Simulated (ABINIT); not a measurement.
A run of ABINIT 10.8.3 (patched build) is set up as follows.

run.abi

```
# Pseudopotentials
pp_dirpath "./"
pseudos "Si.LDA_PW-JTH.xml"

# Structure
acell 4.952108218 4.9521082181 4.6607343234
rprim
     1.0000000000     0.0000000000     0.0000000000
    -0.5000000000     0.8660254038     0.0000000000
     0.0000000000     0.0000000000     1.0000000000
ntypat 1
znucl 14
natom 1
typat 1
xred
     0.0000000000     0.0000000000     0.0000000000

# Plane-wave basis
ecut 11.0
pawecutdg 22.0

# k points
kptopt 1
ngkpt 9 9 8
nshiftk 1
shiftk 0.0 0.0 0.0

# Exchange and correlation
ixc 7

# Bands and occupations
nband 6
occopt 3
tsmear 0.00183747

# SCF cycle
nstep 100
tolvrs 1.0e-9

# Output
iomode 3
prtwf 0
prteig 0
prtebands 0
prtden 1
prtvha 1
prtvclmb 1
prtpot 1
```

Potentials or basis: JTH PAW LDA v2.0.

Launch:

```sh
$ abinit run.abi > log 2>&1
```

(1) Estimate the pressure.

(2) Estimate the band gap on the k mesh.

Answers

(1) -1.7 GPa.

(2) none (metal or under the smearing width).
